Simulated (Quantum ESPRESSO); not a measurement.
Crystal: ZrB2.

```xyz
3
Lattice="3.1700 0.0000 0.0000 -1.5850 2.7453 0.0000 0.0000 0.0000 3.5330" Properties=species:S:1:pos:R:3 pbc="T T T"
Zr    0.0000    0.0000    0.0000
B     1.5850    0.9151    1.7665
B     0.0000    1.8302    1.7665
```

* Program: Quantum ESPRESSO 7.5
* Task: single point
* Functional: PBEsol
* Potentials or basis: GBRV 1.5 PBEsol
* Cutoff: 612 eV
* Density cutoff: 4898 eV
* k mesh: 10 × 10 × 8
* Occupations: fermi-dirac, width 0.05 eV
* Spin: no spin polarisation

On this cell: pressure -4.0 GPa; largest force under 0.003 eV/Å; band gap on the k mesh none (metal or under the smearing width).

The same run follows on a disturbed copy (atoms moved at random, drawn with an rms of 0.05 Å):

```
Zr B
1.0
     3.17000    0.00000    0.00000
    -1.58500    2.74530    0.00000
     0.00000    0.00000    3.53300
Zr B
1 2
Direct
  0.00055 0.02110 0.99126
  0.65467 0.33004 0.49578
  0.34214 0.66506 0.51411
```

Task: What does the disturbed cell give?

Result: The energy (extrapolated to zero smearing) moves by +28.3 meV/atom; pressure -3.0 GPa; largest force 1.243 eV/Å; band gap on the k mesh none (metal or under the smearing width).

Forces on the atoms (eV/Å):
```
Zr   0.374 -0.833  0.675
B    0.537  0.396  0.049
B   -0.912  0.437 -0.723
```

Stress tensor (GPa, compression positive):
```
-2.80  0.45  0.44
 0.45 -3.04 -0.71
 0.44 -0.71 -3.27
```
